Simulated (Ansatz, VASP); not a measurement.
**One calculation of Si2Ni, two programs**

INCAR

```
SYSTEM = Si2Ni
ALGO = Normal ; EDIFF = 1E-6
ENCUT = 520 ; GGA = CA
ISIF = 2 ; ISMEAR = -1
ISPIN = 2 ; LASPH = .TRUE.
LCHARG = .FALSE. ; LMAXMIX = 4
LORBIT = 11 ; LREAL = .FALSE.
LWAVE = .FALSE. ; MAGMOM = 1 0 0
NBANDS = 20 ; NELM = 150
PREC = Accurate ; SIGMA = 0.05
```

File KPOINTS:

```
k-points
0
G
  9 9 9
  0 0 0
```

POSCAR

```
Si2Ni
1.0
    0.0000000000      2.6478212519      2.6478212519
    2.6478212519      0.0000000000      2.6478212519
    2.6478212519      2.6478212519      0.0000000000
Ni Si
1 2
Direct
    0.0000000000      0.0000000000      0.0000000000
    0.7500000000      0.7500000000      0.7500000000
    0.2500000000      0.2500000000      0.2500000000
```

Contents of input.yaml:

```yaml
crystal:
  lattice:
    - [0.0, 2.6478212519, 2.6478212519]
    - [2.6478212519, 0.0, 2.6478212519]
    - [2.6478212519, 2.6478212519, 0.0]
  atoms:
    - { symbol: Ni, position: [0.0, 0.0, 0.0], spin: 1.0 }
    - { symbol: Si, position: [0.75, 0.75, 0.75] }
    - { symbol: Si, position: [0.25, 0.25, 0.25] }
kpoints:
  mp_grid: { grid: [9, 9, 9] }
scf:
  occupations: { method: fermi_dirac, width: 0.05 }
hamiltonian:
  xc: lda
  pseudopotentials: { kind: all_electron, lapw: { basis_error: 0.002 } }
magnetization:
  spin_polarized: true
output:
  forces: true
  stress: true
  eigenvalues: true
```

Change from the starting cell: volume scaled by 0.94.

Alike in both runs: task single point; functional LDA; k mesh 9 × 9 × 9; occupations fermi-dirac, width 0.05 eV; collinear spin.

|  | VASP | Ansatz |
| --- | --- | --- |
| version | VASP 6.6.1 | Ansatz 0.2.0 |
| potentials or method | VASP PAW LDA potentials, release 64 (Ni, Si) | all-electron LAPW, scalar-relativistic |
| plane-wave cutoff (eV) | 520 | see its input |

|  | VASP | Ansatz | Ansatz less VASP |
| --- | --- | --- | --- |
| gap on the k mesh at the Fermi level (eV) | none | none | - |
| pressure (GPa) | 6.0 | 5.7 | -0.24 |
| net moment per atom (μB) | 0.00 | 0.00 | 0.000 |

A gap of «none» marks a metal or a gap that the smearing closes. Ansatz ran all-electron here, so the differences hold the error of VASP's frozen core and of both bases.

Caveats: the starting moments weren't kept (Ansatz).
